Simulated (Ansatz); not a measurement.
**Nb in Ansatz: the effect of target pressure**

Crystal: Nb.

```
Nb
1.0
    -1.66395    1.66395    1.66395
     1.66395   -1.66395    1.66395
     1.66395    1.66395   -1.66395
Nb
1
Cartesian
  0.0000 0.0000 0.0000
```

Alike in all runs:

```yaml
Program: Ansatz 0.2.0
Task: relaxation of cell and atoms
Functional: PBEsol
Potentials_or_basis: Ansatz PAW
Cutoff: "420 eV (not typed: the program's choice for these potentials)"
k_mesh: 11 × 11 × 11
Occupations: fermi-dirac, width 0.05 eV
Spin: no spin polarisation
```

Each run relaxes the cell or the atoms first.

```csv
target pressure,relaxed volume (Å³/atom)
0 GPa,17.59
2 GPa,17.40
5 GPa,17.13
10 GPa,16.71
20 GPa,15.97
30 GPa,?
```

Q: What does the run with target pressure 30 GPa give?

A: Relaxed volume 15.34 Å³/atom.

Worked out: In Murnaghan's law V^(-B') rises as a straight line in P. The other rows fit best with B' = 2.6, V0 = 17.59 Å³/atom and B0 = 182 GPa, which gives 15.34 Å³/atom at 30 GPa, against the run's 15.34.

Caveats: the plane-wave basis is chosen anew once the cell has moved, so the energies of steps on either side of that aren't comparable; the PAW data sets come from PBE, with cores solved anew for the run's functional, which leaves a small shift of forces and pressure; the volume moved by over 15 % at a fixed basis, so the end points are rough (some runs).
